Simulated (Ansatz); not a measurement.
CrO2:

```xyz
6
Lattice="4.4210 0.0000 0.0000 0.0000 4.4210 0.0000 0.0000 0.0000 2.9170" Properties=species:S:1:pos:R:3 pbc="T T T"
Cr    2.2105    2.2105    1.4585
Cr    0.0000    0.0000    0.0000
O     3.5412    0.8798    1.4585
O     3.0903    3.0903    0.0000
O     0.8798    3.5412    1.4585
O     1.3307    1.3307    0.0000
```

Program: Ansatz 0.2.0. Alike in all runs: task single point; level PBEsol; potentials or basis Ansatz PAW; cell as given; cutoff (eV) 420; smearing fermi-dirac 0.05 eV. Hardware: 2 threads of Intel(R) Xeon(R) Platinum 8259CL CPU @ 2.50GHz (Skylake/Cascade Lake), with other jobs on the host.

**Question.** Order these runs on this cell by their wall time, lowest first.
A. spin collinear, random start; k mesh 6 × 6 × 9
B. spin non-collinear, random start; k mesh 5 × 5 × 7
C. spin off; k mesh 6 × 6 × 9

**Answer.** C (4.9 s), A (23 s), B (88 s).

Caveats: the starting moments weren't kept (some runs).
